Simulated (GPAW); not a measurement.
# SiO2 (P4_2/mnm) in GPAW: notebook, part 2 of 2

GPAW 26.7.0. Earlier steps stand in the parts before.

**4. Band structure, PBEsol**

run.py reads:

```python
from ase import Atoms
from ase.dft.bandgap import bandgap
from ase.io import write
from ase.units import GPa
from gpaw import GPAW, PW, setup_paths

setup_paths.insert(0, '.')

atoms = Atoms(['Si', 'Si', 'O', 'O', 'O', 'O'],
              cell=[[4.233169, 0.0, 0.0],
                    [0.0, 4.233169, 0.0],
                    [0.0, 0.0, 2.693495]],
              scaled_positions=[[0.0, 0.0, 0.0],
                                [0.5, 0.5, 0.5],
                                [0.806839, 0.193161, 0.5],
                                [0.306839, 0.306839, 0.0],
                                [0.193161, 0.806839, 0.5],
                                [0.693161, 0.693161, 0.0]],
              pbc=True)

calc = GPAW(mode=PW(800),
            xc='PBEsol',
            kpts={'size': (5, 5, 8), 'gamma': True},
            occupations={'name': 'fermi-dirac', 'width': 0.05},
            nbands=30,
            convergence={'density': 1e-05, 'energy': 1e-05},
            maxiter=150,
            txt='gpaw.txt')
atoms.calc = calc
energy = atoms.get_potential_energy()
forces = atoms.get_forces()
stress = atoms.get_stress()
calc.write('gs.gpw')
write('result.traj', atoms)
print(f'Energy: {energy:.6f} eV')
print('Forces (eV/A):')
print(forces.round(4))
print('Stress (GPa):', (stress / GPa).round(3))
print('Fermi level:', round(calc.get_fermi_level(), 4), 'eV')
print(f'Gap: {bandgap(calc)[0]:.4f} eV, direct: {bandgap(calc, direct=True)[0]:.4f} eV')

path = atoms.cell.bandpath('GXMGZRAZ,XR,MA', npoints=60, eps=1e-4)
bs_calc = calc.fixed_density(kpts=path, symmetry='off', nbands=44,
                             convergence={'bands': 'CBM+6.0', 'eigenstates': 1e-6}, txt='bands.txt')
bs = bs_calc.band_structure()
bs.write('bs.json')
print(f'Gap on the path: {bandgap(bs_calc)[0]:.4f} eV')
```

Potentials or basis: PAW data sets generated in the run's folder for this functional, pw.

Launch:

```
$ gpaw-setup -f PBEsol O Si
$ OMP_NUM_THREADS=1 python run.py
```

gpaw.txt:

```text
__  _  _
 | _ |_)|_||  |
 |__||  | ||/\| - 26.7.0

Input parameters:
  mode=PW(ecut=800.0),
  convergence={'density': 1e-05, 'energy': 1e-05},
  kpts=MonkhorstPack(size=(5, 5, 8), gamma=True),
  maxiter=150,
  nbands=30,
  occupations=Occupations(name='fermi-dirac', width=0.05),
  xc=XC(name='PBEsol')

Diagonalizing LCAO Hamiltonian
Converting LCAO to pw mode
    .---------.
   /|         |
  / |O        |
 *  .--Si-----.
 | /      O  /
 |/  O      /
 Si--------*

Atoms  # Å, Bohr magnetons
|   | symbol |        x |        y |        z |    initial magnetic moments |
|---|--------|----------|----------|----------|-----------------------------|
| 0 |     Si | 0.000000 | 0.000000 | 0.000000 | ( 0.0000,  0.0000,  0.0000) |
| 1 |     Si | 2.116585 | 2.116585 | 1.346747 | ( 0.0000,  0.0000,  0.0000) |
| 2 |      O | 3.415486 | 0.817683 | 1.346747 | ( 0.0000,  0.0000,  0.0000) |
| 3 |      O | 1.298901 | 1.298901 | 0.000000 | ( 0.0000,  0.0000,  0.0000) |
| 4 |      O | 0.817683 | 3.415486 | 1.346747 | ( 0.0000,  0.0000,  0.0000) |
| 5 |      O | 2.934268 | 2.934268 | 0.000000 | ( 0.0000,  0.0000,  0.0000) |

Unit cell  # Å
| periodic |        x |        y |        z |  lengths |    angles |
|----------|----------|----------|----------|----------|-----------|
|      yes | 4.233169 | 0.000000 | 0.000000 | 4.233169 | 90.000000 |
|      yes | 0.000000 | 4.233169 | 0.000000 | 4.233169 | 90.000000 |
|      yes | 0.000000 | 0.000000 | 2.693495 | 2.693495 | 90.000000 |

Number of symmetries: 8
Symmetry operations  # r_c * U_cc + t_c -> r_c
|   | kind |            matrix            |
|---|------|------------------------------|
| 0 |  E   |  1, 0, 0,  0, 1, 0,  0, 0, 1 |
| 1 |  σ   |  1, 0, 0,  0, 1, 0,  0, 0,-1 |
| 2 |  σ   |  0, 1, 0,  1, 0, 0,  0, 0, 1 |
| 3 |  C2  |  0, 1, 0,  1, 0, 0,  0, 0,-1 |
| 4 |  σ   |  0,-1, 0, -1, 0, 0,  0, 0, 1 |
| 5 |  C2  |  0,-1, 0, -1, 0, 0,  0, 0,-1 |
| 6 |  C2  | -1, 0, 0,  0,-1, 0,  0, 0, 1 |
| 7 |  i   | -1, 0, 0,  0,-1, 0,  0, 0,-1 |

BZ-sampling:
  Number of BZ points: 200
  Number of IBZ points: 45

  Monkhorst-Pack size: [5, 5, 8]
  Monkhorst-Pack shift: [0.0, 0.0, 0.0625]

K-points  # in reciprocal-cell coordinates
|     |                                coordinates |     weight |
|-----|--------------------------------------------|------------|
|   0 | (  0.00000000,   0.00000000,   0.00000000) | 0.00500000 |
|   1 | (  0.00000000,   0.00000000,   0.12500000) | 0.01000000 |
|   2 | (  0.00000000,   0.00000000,   0.25000000) | 0.01000000 |
|   3 | (  0.00000000,   0.00000000,   0.37500000) | 0.01000000 |
|   4 | (  0.00000000,   0.00000000,   0.50000000) | 0.00500000 |
|   5 | (  0.20000000,  -0.20000000,   0.00000000) | 0.01000000 |
|   6 | (  0.20000000,  -0.20000000,   0.12500000) | 0.02000000 |
[... 70 lines left out ...]
    |   2s |  2.000 |     -23.808 |    0.688 |
    |   2p |  4.000 |      -8.972 |    0.598 |
    |    s |        |       3.404 |    0.688 |
    |    p |        |      18.239 |    0.598 |
    |    d |        |       0.000 |    0.619 |

    Using partial waves for O as LCAO basis

Reference energy: -23879.261166  # eV

eigensolver:
  PPCG
  Converge bands: occupied
  niter=2

density mixing:
  MSR1-Mixer
  Pratt-step length: 0.05
  Maximum mixing coefficient: 0.75
  Old densities: 10
  SVD Regularization: 0.005
  Good broyden scale: 1.0
  Trust region scale: 1.0
  Backstep threshold: 4.0
  History deletion threshold: 6.0
  Fourier metric: weight=20.0, sigma=0.015

occupation numbers:
  Fermi-Dirac:
    width: 0.0500  # eV

poisson solver:
  ecut: 6400.0  # eV

xc functional:
  name: PBEsol with 2 nearest neighbor stencil

convergence criteria:
[... 6 lines left out ...]
|iter     | |      energy | eigst |  dens |
|---------|-|-------------|-------|-------|
|iter:   1| |  -53.368168 | +0.21 |       |
|iter:   2| |  -52.397915 | -2.04 | -0.76 |
|iter:   3| |  -49.439257 | -1.07 | -0.82 |
|iter:   4| |  -49.478370 | -3.25 | -1.43 |
|iter:   5| |  -49.494695 | -3.85 | -1.76 |
|iter:   6| |  -49.494738 | -5.82 | -3.07 |
|iter:   7| |  -49.494745c| -6.97 | -3.54 |
|iter:   8| |  -49.494745c| -7.59c| -4.19 |
|iter:   9| |  -49.494745c| -8.61c| -4.58 |
|iter:  10| |  -49.494745c| -9.17c| -5.34c|

Converged in 10 steps
Energy contributions relative to reference atoms: (reference = -23879.261166)

Energy contributions:
  Kinetic:          41.016194
  Coulomb:         -36.160648
  Zero:              0.836080
  External:          0.000000
  Xc:              -55.186372
  Entropy:          -0.000000
  Spinorbit:         0.000000
  ----------------------------
  Free energy:     -49.494745
  Extrapolated:    -49.494745

dipole moment: (-9.036489, -9.036489, -20.806148)  # |e|*Ang

Fermi level: 9.076
Eigenvalues  # (at kpt = [0.000, 0.000, 0.000])
| band index |      eig [eV] | occ [0-2] |
|------------|---------------|-----------|
|          0 |       -14.063 |     2.000 |
|        ... |               |           |
|          8 |         2.862 |     2.000 |
|          9 |         3.124 |     2.000 |
|         10 |         5.074 |     2.000 |
|         11 |         5.074 |     2.000 |
|         12 |         5.630 |     2.000 |
|         13 |         7.287 |     2.000 |
[... 8 lines left out ...]
|         22 |        21.776 |     0.000 |
|         23 |        21.776 |     0.000 |
|        ... |               |           |
|         29 |        25.838 |     0.000 |

Gap: 5.016 eV
Transition (v -> c):
  (s=0, k=0, n=15, [0.00, 0.00, 0.00]) -> (s=0, k=0, n=16, [0.00, 0.00, 0.00])
No difference between direct/indirect transitions

Forces  # eV/Ang
|        x |        y |       z |
|----------|----------|---------|
|  0.00000 |  0.00000 | 0.00000 |  # Si   0
|  0.00000 | -0.00000 | 0.00000 |  # Si   1
| -0.04218 |  0.04218 | 0.00000 |  # O    2
| -0.04223 | -0.04223 | 0.00000 |  # O    3
|  0.04218 | -0.04218 | 0.00000 |  # O    4
|  0.04223 |  0.04223 | 0.00000 |  # O    5

Stress tensor  # eV/Ang^3
|        x |        y |        z |
|----------|----------|----------|
| 0.019460 | 0.000000 | 0.000000 |
| 0.000000 | 0.019460 | 0.000000 |
| 0.000000 | 0.000000 | 0.013723 |

# Writing to gs.gpw (mode='')
```

bands.txt:

```text
Diagonalizing LCAO Hamiltonian
Converting LCAO to pw mode
convergence criteria:
- Maximum integral of absolute [eigenst]ate change: 1e-06 eV^2 / valence electron
maximum number of iterations: 150

SCF iterations
|iter     | |      energy | eigst |  dens |
|---------|-|-------------|-------|-------|
|iter:   1| |             | +1.28 |       |
[... 65 lines left out ...]
         [0.5       , 0.5       , 0.11111111],
         [0.5       , 0.5       , 0.16666667],
         [0.5       , 0.5       , 0.22222222],
         [0.5       , 0.5       , 0.27777778],
         [0.5       , 0.5       , 0.33333333],
         [0.5       , 0.5       , 0.38888889],
         [0.5       , 0.5       , 0.44444444],
         [0.5       , 0.5       , 0.5       ]])),
  maxiter=150,
  nbands=44,
  occupations=Occupations(name='fermi-dirac', width=0.05),
  symmetry=Symmetry(point_group=False, time_reversal=False),
  xc=XC(name='PBEsol')
```

It took 1.7 min on 1 thread of Arm Neoverse V2, shared host; peak memory 0.4 GiB.

Results:

```
Free energy             : -49.4947 eV
Pressure                : -2.8 GPa
Largest force           : 0.060 eV/Å
Band gap on the k mesh  : 5.02 eV, direct
Band gap along the path : 5.02 eV, direct
```

Forces in eV/Å, atoms in the order of the input:
```
Si   0.000  0.000  0.000
Si   0.000  0.000  0.000
O   -0.042  0.042  0.000
O   -0.042 -0.042  0.000
O    0.042 -0.042  0.000
O    0.042  0.042  0.000
```

Levels at the corners of the path, in eV from the valence-band top:
```
point  band 13  band 14  band 15  band 16  band 17  band 18  band 19  band 20
    Γ    -2.48    -0.83    -0.83     0.00     5.02     6.42     8.16     8.16
    X    -2.62    -2.62    -1.04    -1.04     7.24     7.24     8.73     8.73
    M    -2.56    -2.56    -2.20    -2.20     6.94     6.94     9.67     9.67
    Γ    -2.48    -0.83    -0.83     0.00     5.02     6.42     8.16     8.16
    Z    -2.94    -2.94    -2.60    -2.60     8.60     8.60    12.15    12.15
    R    -2.22    -2.22    -1.68    -1.68     8.36     8.36     9.37     9.37
    A    -1.74    -1.74    -1.48    -1.48     6.76     6.76    10.55    10.55
    Z    -2.94    -2.94    -2.60    -2.60     8.60     8.60    12.15    12.15
    X    -2.62    -2.62    -1.04    -1.04     7.24     7.24     8.73     8.73
    R    -2.22    -2.22    -1.68    -1.68     8.36     8.36     9.37     9.37
    M    -2.56    -2.56    -2.20    -2.20     6.94     6.94     9.67     9.67
    A    -1.74    -1.74    -1.48    -1.48     6.76     6.76    10.55    10.55
```

Expect the measured gap to be larger: semilocal functionals such as PBEsol lack the derivative discontinuity.

**5. Equation of state, PBEsol**

run.py reads:

```python
from ase import Atoms
from ase.eos import EquationOfState
from ase.io import Trajectory
from ase.units import GPa
from gpaw import GPAW, PW, setup_paths

setup_paths.insert(0, '.')

atoms = Atoms(['Si', 'Si', 'O', 'O', 'O', 'O'],
              cell=[[4.233169, 0.0, 0.0],
                    [0.0, 4.233169, 0.0],
                    [0.0, 0.0, 2.693495]],
              scaled_positions=[[0.0, 0.0, 0.0],
                                [0.5, 0.5, 0.5],
                                [0.806839, 0.193161, 0.5],
                                [0.306839, 0.306839, 0.0],
                                [0.193161, 0.806839, 0.5],
                                [0.693161, 0.693161, 0.0]],
              pbc=True)

traj = Trajectory('eos.traj', 'w')
volumes, energies = [], []
for x in [0.94, 0.96, 0.98, 1.0, 1.02, 1.04, 1.06]:
    a = atoms.copy()
    a.set_cell(atoms.cell * x**(1 / 3), scale_atoms=True)
    calc = GPAW(mode=PW(800),
                xc='PBEsol',
                kpts={'size': (5, 5, 8), 'gamma': True},
                occupations={'name': 'fermi-dirac', 'width': 0.05},
                nbands=30,
                convergence={'density': 1e-05, 'energy': 1e-05},
                maxiter=150,
                txt=f'eos-{x:.2f}.txt')
    a.calc = calc
    energies.append(a.get_potential_energy(force_consistent=True))
    volumes.append(a.get_volume())
    p = -a.get_stress()[:3].mean() / GPa
    calc.write(f'eos-{x:.2f}.gpw')
    traj.write(a)
    print(f'{x:.2f} {volumes[-1]:10.4f} A^3 {energies[-1]:14.6f} eV {p:9.3f} GPa', flush=True)

v0, e0, B = EquationOfState(volumes, energies, eos='birchmurnaghan').fit()
print(f'V0 = {v0:.4f} A^3, E0 = {e0:.6f} eV, B0 = {B / GPa:.2f} GPa')
```

Launch:

```
$ gpaw-setup -f PBEsol O Si
$ OMP_NUM_THREADS=1 python run.py
```

It took 6.6 min on 1 thread of Arm Neoverse V2, shared host; peak memory 0.47 GiB.

The run converged. Its results:

```
Equilibrium volume                        : 7.98 Å³/atom
Bulk modulus at fixed shape and positions : 316 GPa
Pressure derivative of the bulk modulus   : 4.2
```

Energy against volume, from the lowest point:
| volume (Å³/atom) | energy (meV/atom) |
| --- | --- |
| 7.562 | 22.94 |
| 7.723 | 7.96 |
| 7.884 | 0.59 |
| 8.044 | 0.00 |
| 8.205 | 5.57 |
| 8.366 | 16.63 |
| 8.527 | 32.70 |

Caveat: the cell was scaled at fixed shape and fractional positions, which overstates the stiffness of a crystal with free parameters, most of all of layers and chains.

**6. Summary**

| task | level | potentials or basis | band path | band points | gap on the mesh (eV) | pressure (GPa) | V0 of scaled cells (Å³/atom) | B0 (GPa) | largest force (eV/Å) |
| --- | --- | --- | --- | --- | --- | --- | --- | --- | --- |
| equation of state | LDA | the program's PAW data sets (release 1.2.1) made for this functional, pw | - | - | - | - | 7.80 | 336 | - |
| band structure | PBE | GPAW PAW data sets (gpaw-data 1.2.1), pw | GXMGZRAZ,XR,MA | 60 | 5.07 | 3.6 | - | - | 0.09 |
| band structure | PBEsol | PAW data sets generated in the run's folder for this functional, pw | GXMGZRAZ,XR,MA | 60 | 5.02 | -2.8 | - | - | 0.06 |
| equation of state | PBEsol | PAW data sets generated in the run's folder for this functional, pw | - | - | - | - | 7.98 | 316 | - |

Alike in all rows: no spin polarisation; cell as given; k mesh 5 × 5 × 8; cutoff (eV) 800; smearing fermi-dirac 0.05 eV.

Caveats: the cell was scaled at fixed shape and fractional positions, which overstates the stiffness of a crystal with free parameters, most of all of layers and chains (some runs).

Absolute energies hang on the potentials; compare differences alone.
